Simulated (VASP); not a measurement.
# Y (P6_3/mmc) in VASP: relaxation of cell and atoms with PBE

Aim: the relaxation of cell and atoms of Y with PBE.

All numbers are computed with VASP 6.6.1; they aren't measurements. Logs are shortened: lines on timing, memory, paths and dates and some standing lists are left out, and cuts for length are marked.

## (1) The crystal as given

It takes space group P6_3/mmc (No. 194, hexagonal). The conventional cell has a = 3.657 Å, b = 3.657 Å, c = 5.678 Å, α = 90.00°, β = 90.00°, γ = 120.00°. Y (site symmetry -6m2) has 12 Y at 3.54 to 3.66 Å as nearest neighbours.

## (2) Relaxation of cell and atoms, PBE

INCAR

```
ALGO     = Normal         # electronic algorithm
EDIFF    = 1E-7           # SCF threshold, eV
EDIFFG   = -0.005         # ionic threshold
ENCUT    = 600            # plane-wave cutoff, eV
GGA      = PE             # functional
IBRION   = 2              # ionic algorithm
ISIF     = 3              # what is computed and relaxed
ISMEAR   = 1              # smearing method
LASPH    = True           # aspherical terms in the spheres
LCHARG   = False          # write CHGCAR
LREAL    = False          # projectors in reciprocal space
LWAVE    = False          # write WAVECAR
NELM     = 80             # most SCF steps
NSW      = 90             # ionic steps
PREC     = Accurate       # precision mode
SIGMA    = 0.1            # smearing width, eV
```

KPOINTS

```
k-points
0
Gamma
  12 12 7
```

POSCAR

```
Y                                       
1.0
    3.6565141440     -0.0000000000      0.0000000000
   -1.8282570720      3.1666341403      0.0000000000
    0.0000000000     -0.0000000000      5.6780759379
  Y             
     2
Direct
     0.3333333300000021    0.6666666699999979    0.2500000000000000
     0.6666666699999979    0.3333333300000021    0.7500000000000000
```

Potentials or basis: VASP PAW PBE potentials, release 64 (Y_sv).

Launch:

```
> cat potpaw_PBE.64/Y_sv/POTCAR > POTCAR
> mpirun -np 1 vasp_std > vasp.out
```

OUTCAR:

```text
EDIFF = 1E-7
   EDIFFG = -0.005
   ENCUT = 600
   GGA = PE
   IBRION = 2
   ISIF = 3
   ISMEAR = 1
   LASPH = True
   LREAL = False
   NELM = 80
   NSW = 90
   PREC = Accurate

 ion  position               nearest neighbor table
   1  0.333  0.667  0.250-   2 3.54   2 3.54   2 3.54   2 3.54   2 3.54   2 3.54
   2  0.667  0.333  0.750-   1 3.54   1 3.54   1 3.54   1 3.54   1 3.54   1 3.54

  LATTYP: Found a hexagonal cell.
 ALAT       =     3.6565141440
 C/A-ratio  =     1.5528658483

  Lattice vectors:

 A1 = (   3.6565141440,   0.0000000000,   0.0000000000)
 A2 = (  -1.8282570720,   3.1666341403,   0.0000000000)
 A3 = (   0.0000000000,   0.0000000000,   5.6780759379)

Analysis of symmetry for initial positions (statically):
=====================================================================
 Subroutine PRICEL returns:
 Original cell was already a primitive cell.

 Routine SETGRP: Setting up the symmetry group for a
 hexagonal supercell.

 Subroutine GETGRP returns: Found 24 space group operations
 (whereof 12 operations were pure point group operations)
 out of a pool of 24 trial point group operations.

The static configuration has the point symmetry D_3d.
 The point group associated with its full space group is D_6h.

Analysis of symmetry for dynamics (positions and initial velocities):
=====================================================================
 Subroutine PRICEL returns:
 Original cell was already a primitive cell.

 Routine SETGRP: Setting up the symmetry group for a
 hexagonal supercell.

 Subroutine GETGRP returns: Found 24 space group operations
 (whereof 12 operations were pure point group operations)
 out of a pool of 24 trial point group operations.

The dynamic configuration has the point symmetry D_3d.
 The point group associated with its full space group is D_6h.

 Subroutine INISYM returns: Found 24 space group operations
 (whereof 12 operations are pure point group operations),
 and found     1 'primitive' translations

----------------------------------------------------------------------------------------

                                     Primitive cell

  volume of cell :      65.7455

  direct lattice vectors                    reciprocal lattice vectors
     3.656514144  0.000000000  0.000000000     0.273484516  0.157896359  0.000000000
    -1.828257072  3.166634140  0.000000000     0.000000000  0.315792717  0.000000000
     0.000000000  0.000000000  5.678075938     0.000000000  0.000000000  0.176115996

  length of vectors
[... 108 lines left out ...]
   LHFCALC =     F    Hartree Fock is set to
   AEXX    =    0.0000 exact exchange contribution
   IVDW    =     0    specifies the selected vdW correction
   LEPSILON=     F    determine dielectric tensor
   LRPA    =     F    only Hartree local field effects (RPA)
 conjugate gradient relaxation of ions
 non-spin polarized calculation
 Methfessel and Paxton  Order N= 1 SIGMA  =   0.10
  energy-cutoff  :      600.00
  volume of cell :       65.75
 maximum number of plane-waves:      2225
 NGX is ok and might be reduce to    30
   NGX = 15   NGY = 15   NGZ = 23

--------------------------------------- Ionic step        1  -------------------------------------------

 number of electron      22.0000001 magnetization

 Free energy of the ion-electron system (eV)
  ---------------------------------------------------
  ext. energy  EPLUGINS =         0.00000000
  ---------------------------------------------------
  free energy    TOTEN  =       -12.86298354 eV

  energy without entropy =      -12.86025630  energy(sigma->0) =      -12.86207446

------------------------ aborting loop because EDIFF is reached ----------------------------------------

  FORCE on cell =-STRESS in cart. coord.  units (eV):
  Direction    XX          YY          ZZ          XY          YZ          ZX
  --------------------------------------------------------------------------------------
  -------------------------------------------------------------------------------------
  Total       -0.0254055     -0.0254055     -0.0052401     -0.0000000     -0.0000000      0.0000000
  in kB       -0.6191157     -0.6191157     -0.1276985     -0.0000000     -0.0000000      0.0000000
  external PRESSURE =      -0.4553100 kB  Pullay stress =       0.0000000 kB
[... 59 lines left out ...]
--------------------------------------- Ionic step        3  -------------------------------------------

 number of electron      22.0000001 magnetization

 Free energy of the ion-electron system (eV)
  ---------------------------------------------------
  ext. energy  EPLUGINS =         0.00000000
  ---------------------------------------------------
  free energy    TOTEN  =       -12.86299798 eV

  energy without entropy =      -12.86027619  energy(sigma->0) =      -12.86209071

 E-fermi :   3.0006     XC(G=0):  -9.4290

 val. band max:        3.0005385690   @ k =   0.4167   0.0833   0.4286
 cond. band min:       3.0016203516   @ k =   0.3333   0.0000   0.4286
 fundamental gap:      0.0010817826
 Fermi energy:         3.0005888017

 k-point     1 :       0.0000    0.0000    0.0000
  band No.  band energies     occupation
      1     -39.6926      2.00000
      2     -39.6165      2.00000
      3     -19.9707      2.00000
      4     -19.4994      2.00000
      5     -19.4994      2.00000
      6     -19.4056      2.00000
      7     -19.4056      2.00000
      8     -19.3626      2.00000
      9      -1.6868      2.00000
     10       1.1560      2.00000
     11       3.9529     -0.00000
     12       4.7327     -0.00000
     13       4.7327     -0.00000
     14       5.1186      0.00000
[... 401 lines left out ...]
      2     -39.6098      2.00000
      3     -19.8428      2.00000
      4     -19.7264      2.00000
      5     -19.6847      2.00000
      6     -19.5801      2.00000
      7     -19.4542      2.00000
      8     -19.4513      2.00000
      9       0.3364      2.00000
     10       2.1108      2.00000
     11       2.5277      2.00000
     12       3.1488     -0.05688
     13       4.3828     -0.00000
     14       4.7536     -0.00000
     15       4.7650     -0.00000

 [... further k-points ...]

------------------------ aborting loop because EDIFF is reached ----------------------------------------

  FORCE on cell =-STRESS in cart. coord.  units (eV):
  Direction    XX          YY          ZZ          XY          YZ          ZX
  --------------------------------------------------------------------------------------
  -------------------------------------------------------------------------------------
  Total       -0.0016998     -0.0016998      0.0081554      0.0000000     -0.0000000      0.0000000
  in kB       -0.0414758     -0.0414758      0.1989902      0.0000000     -0.0000000      0.0000000
  external PRESSURE =       0.0386796 kB  Pullay stress =       0.0000000 kB
[... 17 lines left out ...]
  FREE ENERGIE OF THE ION-ELECTRON SYSTEM (eV)
  ---------------------------------------------------
  free  energy   TOTEN  =       -12.8629979759 eV

  energy  without entropy=      -12.8602761929  energy(sigma->0) =      -12.86209071

 reached required accuracy - stopping structural energy minimisation
```

OSZICAR:

```text
N       E                     dE             d eps       ncg     rms          rms(c)
DAV:   1     0.953120286407E+02    0.95312E+02   -0.12485E+04  2280   0.154E+03
DAV:   2    -0.529167325630E+01   -0.10060E+03   -0.99599E+02  2805   0.308E+02
DAV:   3    -0.130962842162E+02   -0.78046E+01   -0.77231E+01  4409   0.507E+01
[... 23 lines left out ...]
       N       E                     dE             d eps       ncg     rms          rms(c)
DAV:   1    -0.128629997752E+02   -0.21548E-05   -0.46195E-05  3280   0.487E-02    0.102E-02
DAV:   2    -0.128629982978E+02    0.14774E-05   -0.44905E-06  2910   0.154E-02    0.450E-03
DAV:   3    -0.128629980758E+02    0.22196E-06   -0.37494E-06  3847   0.106E-02    0.276E-03
DAV:   4    -0.128629979759E+02    0.99938E-07   -0.16274E-07  1806   0.256E-03
   3 F= -.12862998E+02 E0= -.12862091E+02  d E =-.144398E-04
```

It took 86 s on 1 thread of Intel Xeon 6975P-C (Granite Rapids), shared host; peak memory 0.27 GiB.

What came out:

```yaml
Free_energy: -12.8630 eV
Relaxed_volume: 32.83 Å³/atom
Relaxed_cell: a = 3.654 Å, b = 3.654 Å, c = 5.677 Å, α = 90.00°, β = 90.00°, γ = 120.00°
Space_group_after_relaxing_to_0.05_Å: P6_3/mmc (No. 194)
Energy_gained_by_relaxing: 0.0 meV/atom
Ionic_steps: 3
Pressure_after_relaxing: 0.0 GPa
Band_gap_on_the_k_mesh: none (metal or under the smearing width)
```

Final structure:
```
CELL_PARAMETERS angstrom
3.65445 0.00000 0.00000
-1.82722 3.16484 0.00000
0.00000 0.00000 5.67741
ATOMIC_POSITIONS crystal
Y 0.33333 0.66667 0.25000
Y 0.66667 0.33333 0.75000
```

Levels at points of the mesh, in eV from the Fermi level:
```csv
k point,band 7,band 8,band 9,band 10,band 11,band 12,band 13,band 14,band 15
"(0.00, 0.00, 0.00)",-22.41,-22.36,-4.69,-1.84,0.95,1.73,1.73,2.12,2.36
"(0.50, 0.00, 0.00)",-22.52,-22.46,-1.68,-1.19,-0.80,-0.13,1.43,1.44,2.11
```
